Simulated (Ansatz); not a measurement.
# Ru: the cost of one run

Program: Ansatz 0.2.0. Level of theory: DFT PBEsol, scalar-relativistic, plane waves, PAW. These are calculated values, not measurements.

### 1 The starting structure

The structure is hexagonal, space group P6_3/mmc (No. 194). Conventional cell: a = 2.708 Å, b = 2.708 Å, c = 4.268 Å, α = 90.00°, β = 90.00°, γ = 120.00°. Ru (site symmetry -6m2) has 12 Ru at 2.65 to 2.71 Å as nearest neighbours.

Coordinates:

```
Ru
1.0
     2.70783    0.00000    0.00000
    -1.35391    2.34505    0.00000
     0.00000    0.00000    4.26810
Ru
2
Cartesian
  0.0000 1.5634 1.0670
  1.3539 0.7817 3.2011
```

This is candidate A: structure listed in a database for this formula (P6_3/mmc, No. 194).

(A quick probe on a coarse mesh, which set the mesh and smearing, is not shown.)

### 3 Rough relaxation on the coarse mesh (candidate A)

Contents of input.yaml:

```yaml
crystal:
  lattice:
    - [2.7078263433, 0.0, 0.0]
    - [-1.3539131716, 2.3450464023, 0.0]
    - [0.0, 0.0, 4.26810178]
  atoms:
    - { symbol: Ru, position: [0.33333333, 0.66666667, 0.25] }
    - { symbol: Ru, position: [0.66666667, 0.33333333, 0.75] }
basis:
  ecutwfc: 420
kpoints:
  mp_grid: { grid: [9, 9, 4] }
hamiltonian:
  xc: pbesol
scf:
  occupations: { method: gaussian, width: 0.1 }
  lower_state_search: "off"
output:
  forces: true
  stress: true
  eigenvalues: true
relax:
  adjacent_minimum: "off"
  f_tol: 0.04
  max_steps: 70
  cell: { stress_tol: 0.4 }
```

What time and memory should one allow on 1 thread of an Arm CPU, shared host?

About 6 s, with a peak of 0.29 GiB.
